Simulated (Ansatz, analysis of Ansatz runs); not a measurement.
# A hop of Cu in LaOF (R-3m), charge +1, part 4 of 4

Aim: the barrier of one jump in LaOF (R-3m) at charge +1: Cu_i hop between interstitial places. The model is a cell of 36 host atoms with 1 Cu put in; Cu is the atom that moves.

Ansatz 0.2.0; plane-wave PAW DFT, PBEsol; nudged elastic band between two relaxed defect structures at fixed charge in a uniform background.

So far, barrier forward (eV): step 4 (nudged elastic band, charge +1) 1.69.

### 5. Single point at the top of the path, PBEsol

A single point at the top of the band gives the levels near the gap and the populations there.

This step: plane-wave PAW DFT, PBEsol; single point of a defect supercell on a structure of the PBEsol path.

The input, qp1.top.probe/input.yaml:

```yaml
crystal:
  lattice:
    - [-4.01323028, 6.95111875, 0.0]
    - [-12.03969085, 0.0, 0.0]
    - [-2.00661514, 1.15851979, 6.68937332]
  atoms:
    - { symbol: La, position: [0.13244087, 0.08370058, 0.22843926] }
    - { symbol: La, position: [0.3574678, 0.25707149, 0.7768408] }
[... 2 atom lines left out ...]
    - { symbol: F, position: [0.06180516, 0.04270587, 0.61936873] }
[... 2 atom lines left out ...]
    - { symbol: La, position: [0.43120385, 0.5506437, 0.77589649] }
    - { symbol: O, position: [0.19153014, 0.47099702, 0.85897709] }
[... 2 atom lines left out ...]
    - { symbol: F, position: [0.42906866, 0.62451571, 0.39807417] }
[... 2 atom lines left out ...]
    - { symbol: O, position: [0.1953992, 0.7888651, 0.85863681] }
[... 1 atom line left out ...]
    - { symbol: F, position: [0.00349417, 0.71364458, 0.55596682] }
[... 14 atom lines left out ...]
    - { symbol: La, position: [0.82279516, 0.95249675, 0.77479732] }
    - { symbol: O, position: [0.68917788, 0.7984244, 0.86560652] }
    - { symbol: O, position: [0.8054166, 0.88706535, 0.12067242] }
    - { symbol: F, position: [0.57647245, 0.70240581, 0.61607992] }
    - { symbol: F, position: [0.93282714, 0.95886521, 0.39366246] }
    - { symbol: Cu, position: [1.08954795, 0.72452618, -0.2465657] }
total_charge: 1
basis:
  ecutwfc: 420
  xc_grid: 2
hamiltonian:
  xc: pbesol
kpoints:
  mp_grid: { grid: [1, 1, 1], shift: [0.25, 0.25, 0.25] }
scf:
  occupations: { method: fixed }
  max_iter: 120
output:
  forces: true
  eigenvalues: true
  eigenstates: { localisation: true }
  populations: true
  write_density: true
  write_potential: true
  volumetric_format: npy
  elf: true
checkpoint:
  write: "../qp1.top.probe.run"
  compress: false
  write_wavefunctions: false
  write_every: 100000
```

Command:

```bash
ansatz run input.yaml --threads 4 --pin off --max-ram 7536MiB --backend cpu --events-out ev --progress --plain --runs-dir out
```

Numbers of over 12 decimals in the logs are rounded to 6 here.

Output:

```text
[...]
La: projections on atomic orbitals take those of the free atom [Kr 4d10] 4f0 5s2 5p6 5d1 6s2, of charge +0.00 (hamiltonian.pseudopotentials.projection_atoms); the dataset's partial waves leave at most 1.9e-5 of an orbital's norm unspanned inside its sphere
[...]
Crystal: 37 atoms, lattice volume = 559.829 Å³
Basis set: ecut = 420 eV, 10937 PW (Γ), exchange–correlation on 108×162×96 points (8 copies of the dense FFT grid, shifted against one another)
Bands: 190, of which v1, the nominal top of the filled ones, is band 153 counted from 1 (152 counted from 0)
Symmetry: 1 space group operations
[...]
k-points: 1
[...]
SCF iter   1: F=—  HF=-96941.396538 eV  |F-HF|=—  |Δ(HF+E_count)|=         —  Δρ=1.33e-2  dr2=8.33e-1  ethr=1.77e-3  ⟨swp⟩=6.0  Hψ=683  notcnv=0  defer=28
[...]
[... 2 atoms left out ...]
  atom  15  O      0.01931982     0.00736917     0.00401942
  [... 1 atom left out ...]
  atom  17  F     -0.00497042    -0.02197668     0.00381009
  [... 14 atoms left out ...]
  atom  32  La    -0.00801892    -0.01450212    -0.01358887
  atom  33  O     -0.00241888    -0.00820514     0.00640747
  [... 2 atoms left out ...]
  atom  36  F     -0.00073127     0.00138509     0.00387511
  atom  37  Cu    -0.02350798     0.01234613     0.01242800
  max |Σ_I F_I| component: 5.15e-5 eV/Å
--- Band table (eV) ---
[...]
--- Löwdin populations: 37 sites ---
  site symbol       q [e]
     0     La      9.9913
     1     La     10.0220
  [... 2 atoms left out ...]
     4      F      7.3756
  [... 2 atoms left out ...]
     7     La     10.2014
     8      O      6.5295
  [... 2 atoms left out ...]
    11      F      7.4151
  [... 2 atoms left out ...]
    14      O      6.6144
  [... 1 atom left out ...]
    16      F      7.3891
  [... 14 atoms left out ...]
    31     La     10.1824
    32      O      6.5256
  [... 2 atoms left out ...]
    35      F      7.4080
    36     Cu     18.1293
  spilling = 0.002138 (of n_electrons = 306.000000)
[key lines of the parts left out:]
SCF converged after 11 iterations
Free energy (F): -96941.238306 eV
Fermi energy:    8.964038 eV
```

Run time: 16 s. Hardware: 4 threads of Intel Xeon Platinum 8259CL at 2.50GHz (Skylake/Cascade Lake), shared host; peak memory 1.1 GiB; 55 s of CPU time.

Read from the output:

```
free energy : -96941.2383 eV
```

From eigenstates.tsv, first k-point; energies on the run's zero. The participation number counts the atoms that a state is spread over, of 37; bands count from 0.

```csv
spin,band,energy (eV),occupation,participation,largest share on,share
both,147,8.454,2.00,13.8,O22,0.13
both,148,8.515,2.00,11.7,O34,0.18
both,149,8.645,2.00,11.6,Cu37,0.21
both,150,8.703,2.00,8.5,Cu37,0.25
both,151,8.832,2.00,12.4,Cu37,0.19
both,152,8.964,2.00,3.8,Cu37,0.45
both,153,12.884,0.00,10.0,Cu37,0.26
both,154,13.236,0.00,25.9,La32,0.08
both,155,13.375,0.00,26.0,La8,0.07
both,156,13.414,0.00,19.9,La8,0.12
both,157,13.501,0.00,23.0,La8,0.11
```

Under PBEsol at one point at (¼, ¼, ¼), the highest filled state is spread over 4 of 37 atoms, and the lowest empty one, 3.92 eV above it, is spread over 10 of 37 atoms.

Löwdin populations of the atoms near the centre, and their excess over far atoms of the same element, which can also hold differences between inequivalent host sites (the log counts sites from 0):

```csv
atom,distance from the centre (Å),electrons,excess
Cu37,0.50,18.129,-
O15,1.36,6.614,0.131
F17,2.13,7.389,0.018
La8,2.44,10.201,0.198
La32,2.44,10.182,0.179
O9,3.02,6.530,0.046
F12,3.07,7.415,0.044
F36,3.13,7.408,0.037
```

Electrostatic potential energy in the ac plane at fractional y = 0.750, through the centre, with atoms of La and O and F and Cu within 0.45 Å of it. With pseudopotentials it is smooth inside the atoms' cores, unlike the true potential.

Ten even steps from '_' (-35 eV) to '@' (14 eV), each cell a mean:
```
@@@@@@%%##%%@@@@@@@@@@@@@@@@@@%%%%@@@@@@@@@@
%%%%@@**----##@@@@@@@@@@@@@@%%====%%@@@@@@@@
++==****::::++@@@@@@@@@@@@@@@@++--##@@@@@@%%
..__..++**++##@@@@@@@@@@@@@@@@%%##%%@@@@@@**
______::##@@@@@@@@@@@@@@@@@@@@@@@@@@@@@@@@**
--____::##@@@@@@@@@@@@%%%%@@@@@@@@@@@@@@@@%%
##++==**%%@@@@@@@@@@%%++++%%@@@@@@@@@@@@%%##
==%%%%%%@@@@@@@@@@@@@@==--**@@@@@@@@@@@@++::
::##@@@@@@@@@@@@@@@@@@%%**%%@@@@@@@@@@@@++..
==%%@@@@@@@@@@@@@@@@@@@@@@@@@@@@@@@@@@@@@@++
%%%%%%@@@@@@@@@@@@@@@@@@%%%%@@@@@@@@@@@@@@@@
%%######%%@@@@@@@@@@%%##****##%%@@@@@@@@@@@@
**--::--++%%@@@@@@@@%%**::..::++##@@@@@@@@%%
==______..++%%@@@@@@%%==__......++%%@@@@@@%%
==__--++__--##@@@@@@%%==__--**__::##@@@@@@%%
**....--__::##@@@@@@@@**::..::__::##@@@@@@%%
%%++..____--##@@@@@@@@%%**::....==##@@@@@@@@
@@%%**++++**%%@@@@@@@@@@%%##****##%%@@@@@@@@
@@@@@@%%%%%%@@@@@@@@@@@@@@@@@@%%@@@@@@@@@@@@
```
Columns run along a (8.0 Å; values clipped at the 3rd and 97th percentile), rows up along c (7.1 Å). Atoms in or near the plane, at fractional coordinates: La at (0.13, 0.21), O at (0.20, 0.86), F at (0.00, 0.56), La at (0.63, 0.22), Cu at (0.09, 0.75).

Valence density in the ac plane at fractional y = 0.750, through the centre, with atoms of La and O and F and Cu within 0.45 Å of it. It is the smooth field of the valence electrons, not physical close to the nuclei.

Ten steps, logarithmic in the rise over the least value, from '0' (0 e/Å³) to '9' (25 e/Å³), each cell a mean:
```
0012331000000123310000
1123553100000134431000
3433554200000124532001
6874443200000013331012
6996222100011001111012
4885210000222100000012
3343100001245310000123
5211000000245410000246
6310000000134310000146
5310000000011100000024
2210000000001100000002
1221000000012221000000
2333210000123433100001
3444421000134444210001
3444431000134444310001
2444432000123444320000
1244431000012344310000
0123321000001122210000
0011210000000112100000
```
Columns run along a (8.0 Å), rows up along c (7.1 Å). Atoms in or near the plane, at fractional coordinates: La at (0.13, 0.21), O at (0.20, 0.86), F at (0.00, 0.56), La at (0.63, 0.22), Cu at (0.09, 0.75).

ELF in the ac plane at fractional y = 0.750, through the centre, with atoms of La and O and F and Cu within 0.45 Å of it. It is the smooth field of the valence electrons, not physical close to the nuclei.

Values, 10 rows by 16 columns, each cell a mean:
```
0.15 0.29 0.67 0.77 0.71 0.38 0.07 0.03 0.06 0.40 0.72 0.78 0.71 0.39 0.09 0.12
0.24 0.24 0.45 0.72 0.81 0.63 0.13 0.03 0.04 0.21 0.62 0.78 0.78 0.53 0.13 0.17
0.32 0.56 0.25 0.32 0.51 0.31 0.07 0.21 0.33 0.20 0.14 0.33 0.37 0.18 0.09 0.14
0.36 0.20 0.20 0.19 0.12 0.04 0.12 0.63 0.79 0.74 0.40 0.06 0.03 0.11 0.50 0.60
0.77 0.47 0.11 0.08 0.04 0.02 0.06 0.40 0.69 0.73 0.53 0.12 0.01 0.17 0.69 0.80
0.46 0.27 0.09 0.03 0.05 0.09 0.05 0.04 0.15 0.23 0.17 0.05 0.02 0.03 0.16 0.42
0.54 0.70 0.72 0.50 0.09 0.07 0.05 0.17 0.69 0.78 0.76 0.56 0.11 0.06 0.04 0.11
0.78 0.50 0.24 0.72 0.46 0.08 0.09 0.19 0.75 0.47 0.18 0.72 0.50 0.06 0.05 0.18
0.47 0.74 0.55 0.77 0.59 0.14 0.27 0.15 0.38 0.73 0.63 0.78 0.59 0.09 0.10 0.08
0.07 0.22 0.39 0.40 0.20 0.06 0.14 0.13 0.06 0.18 0.35 0.36 0.19 0.06 0.07 0.07
```
Columns run along a (8.0 Å), rows up along c (7.1 Å). Atoms in or near the plane, at fractional coordinates: La at (0.13, 0.21), O at (0.20, 0.86), F at (0.00, 0.56), La at (0.63, 0.22), Cu at (0.09, 0.75).

The distance between the highest filled and the lowest empty level goes from 2.79 eV at the start to 3.92 eV at the top.

### 6. Saddle search from image 2

A minimum-mode search from an image of the band needs no end points, and checks the top by another method.

This step: plane-wave PAW DFT, PBEsol; minimum-mode saddle search in a defect supercell, started from an image of the band.

The input, qp1.saddle/input.yaml:

```yaml
crystal:
  lattice:
    - [-4.01323028, 6.95111875, 0.0]
    - [-12.03969085, 0.0, 0.0]
    - [-2.00661514, 1.15851979, 6.68937332]
  atoms:
    - { symbol: La, position: [0.13244087, 0.08370058, 0.22843926] }
    - { symbol: La, position: [0.3574678, 0.25707149, 0.7768408] }
    - { symbol: O, position: [0.19556433, 0.1232086, 0.87121335] }
    - { symbol: O, position: [0.30755201, 0.21256379, 0.12940418] }
    - { symbol: F, position: [0.06180516, 0.04270587, 0.61936873] }
    - { symbol: F, position: [0.43311992, 0.2946288, 0.39008337] }
    - { symbol: La, position: [0.13214174, 0.42258017, 0.22285732] }
    - { symbol: La, position: [0.43120385, 0.5506437, 0.77589649] }
    - { symbol: O, position: [0.19153014, 0.47099702, 0.85897709] }
    - { symbol: O, position: [0.33261233, 0.53632762, 0.12381947] }
    - { symbol: F, position: [0.06488366, 0.38018943, 0.61191665] }
    - { symbol: F, position: [0.42906866, 0.62451571, 0.39807417] }
    - { symbol: La, position: [0.13170987, 0.75305258, 0.20925146] }
    - { symbol: La, position: [0.3749256, 0.91302206, 0.77005572] }
    - { symbol: O, position: [0.1953992, 0.7888651, 0.85863681] }
    - { symbol: O, position: [0.31173657, 0.87241864, 0.12365847] }
    - { symbol: F, position: [0.00349417, 0.71364458, 0.55596682] }
    - { symbol: F, position: [0.43673763, 0.95535251, 0.38862206] }
    - { symbol: La, position: [0.62499109, 0.09167895, 0.23179088] }
    - { symbol: La, position: [0.88965689, 0.23990668, 0.77695689] }
    - { symbol: O, position: [0.67240532, 0.14331924, 0.87416918] }
    - { symbol: O, position: [0.81894953, 0.20361941, 0.1374023] }
    - { symbol: F, position: [0.54657657, 0.05522385, 0.61157214] }
    - { symbol: F, position: [0.94500471, 0.28900839, 0.39094907] }
    - { symbol: La, position: [0.63830169, 0.41425864, 0.23748617] }
    - { symbol: La, position: [0.8681131, 0.57752496, 0.78043985] }
    - { symbol: O, position: [0.71555262, 0.44337647, 0.87793583] }
    - { symbol: O, position: [0.80913827, 0.5413662, 0.12765647] }
    - { symbol: F, position: [0.58207161, 0.36763055, 0.61161247] }
    - { symbol: F, position: [0.93452079, 0.62225816, 0.35287024] }
    - { symbol: La, position: [0.63012666, 0.7545503, 0.22029774] }
    - { symbol: La, position: [0.82279516, 0.95249675, 0.77479732] }
    - { symbol: O, position: [0.68917788, 0.7984244, 0.86560652] }
    - { symbol: O, position: [0.8054166, 0.88706535, 0.12067242] }
    - { symbol: F, position: [0.57647245, 0.70240581, 0.61607992] }
    - { symbol: F, position: [0.93282714, 0.95886521, 0.39366246] }
    - { symbol: Cu, position: [1.08954795, 0.72452618, -0.2465657] }
total_charge: 1
basis:
  ecutwfc: 420
  xc_grid: 2
hamiltonian:
  xc: pbesol
kpoints:
  mp_grid: { grid: [1, 1, 1], shift: [0.25, 0.25, 0.25] }
scf:
  occupations: { method: fixed }
  max_iter: 120
output:
  forces: true
saddle:
  mode_guess:
    - [-0.0008, 0.0038, -0.0068]
    - [0.002, 0.0003, -0.0098]
[... 2 atom lines left out ...]
    - [0.0061, -0.0153, -0.0113]
[... 2 atom lines left out ...]
    - [0.0454, -0.0147, 0.0593]
    - [0.072, 0.0359, 0.0088]
[... 2 atom lines left out ...]
    - [-0.0248, -0.0535, 0.0226]
[... 2 atom lines left out ...]
    - [-0.0338, 0.0226, -0.0237]
[... 1 atom line left out ...]
    - [0.0347, -0.0228, -0.0327]
[... 14 atom lines left out ...]
    - [0.0339, -0.0285, 0.0481]
    - [-0.0001, -0.0571, 0.0051]
    - [0.004, -0.0074, 0.0007]
    - [0.0187, 0.0099, -0.0018]
    - [0.0215, 0.0341, 0.0132]
    - [-0.4834, 0.2726, -0.806]
  f_tol: 0.05
  max_steps: 30
  order_check: false
  dr2_threshold: 1.0e-08
```

Output:

```text
[...]
Warning: saddle: disabling space-group detection — the unstable mode generally breaks the start geometry's symmetry, and a symmetrised force would hide it, so no spatial operation reduces the k-mesh or symmetrises the density; [...]
[...]
saddle search: every force call converges dr2 to 1.0e-8 eV
Crystal: 37 atoms, lattice volume = 559.829 Å³
Basis set: ecut = 420 eV, 10937 PW (Γ), exchange–correlation on 108×162×96 points (8 copies of the dense FFT grid, shifted against one another)
Bands: 190, of which v1, the nominal top of the filled ones, is band 153 counted from 1 (152 counted from 0)
Symmetry: 1 space group operations
k-points: 1
[...]
SCF iter   1: F=—  HF=-96941.396576 eV  |F-HF|=—  |Δ(HF+E_count)|=         —  Δρ=1.33e-2  dr2=8.33e-1  ethr=1.77e-3  ⟨swp⟩=6.0  Hψ=653  notcnv=0  defer=29
[...]
- { symbol: La, position: [0.868925, 0.578117, 0.779767] }
    - { symbol: O, position: [0.718506, 0.443152, 0.878109] }
    - { symbol: O, position: [0.810347, 0.541178, 0.128738] }
    - { symbol: F, position: [0.583635, 0.367366, 0.612140] }
    - { symbol: F, position: [0.937868, 0.620205, 0.356525] }
    - { symbol: La, position: [0.629937, 0.754346, 0.221611] }
    - { symbol: La, position: [0.824127, 0.949901, 0.774376] }
    - { symbol: O, position: [0.684444, 0.798504, 0.870870] }
    - { symbol: O, position: [0.806927, 0.885630, 0.121324] }
    - { symbol: F, position: [0.577636, 0.702555, 0.615420] }
    - { symbol: F, position: [0.932094, 0.963574, 0.390596] }
    - { symbol: Cu, position: [1.091846, 0.720702, -0.251897] }
  unstable mode:
  mode_guess:
    - [0.01554175, -0.00376595, 0.02207799]
    - [0.00370592, -0.02343121, 0.01856379]
    - [0.01030848, -0.00465396, 0.01394485]
    - [0.03020583, 0.00951140, 0.03664223]
    - [0.02422989, -0.02550904, 0.02685042]
[...]
- [0.00439033, -0.00872373, 0.02359558]
    - [0.03492759, 0.01420276, 0.03166697]
    - [0.02610830, -0.00028076, 0.03384785]
    - [-0.49280534, 0.17695979, -0.77092470]
[key lines of the parts left out:]
SCF converged after 9 iterations
Free energy (F): -96941.243890 eV
Fermi energy:    8.984801 eV
```

It took 7.7 min on 4 threads; peak memory 1 GiB; 28 min of CPU time.

Read from the output:

| Property | Result |
| --- | --- |
| free energy | -96941.2439 eV |
| barrier forward | 1.689 eV |
| barrier of band | 1.694 eV |

This gives 1.689 eV against the band's 1.694 eV: both methods end at the same energy.

### 7. Outcome

```yaml
barrier_forward: 1.69 eV (in doubt, see below)
barrier_backward: 1.94 eV
end_less_start: -0.24 eV
hop_length: 3.95 Å
band_iterations_as_the_log_counts_them: 12
saddle_search_from_image_2: 1.69 eV
```

What this shows: The top of the band lies 1.69 eV above the start and 1.94 eV above the end. In at least one step between neighbouring images a covalent bond changes partner or an atom goes far. The images sample such a step coarsely, so the top may lie higher. No image-charge correction is applied; it largely cancels along a path if the charge stays localised alike. Limits: one k-point off the zone centre stands for the whole zone; periodic copies of the defect are only 7.1 Å apart; spin–orbit coupling, which can matter with heavy atoms, is left out.

[Logs are printed without paths, hosts, clocks, repeated set-up lines and the standing remarks that a program may print on its own settings, such as how far it seeks lower states.]

[Hosts, paths, dates, database ids (printed as entryN), source tags and the programs' standing remarks are cut or masked in the printed files.]
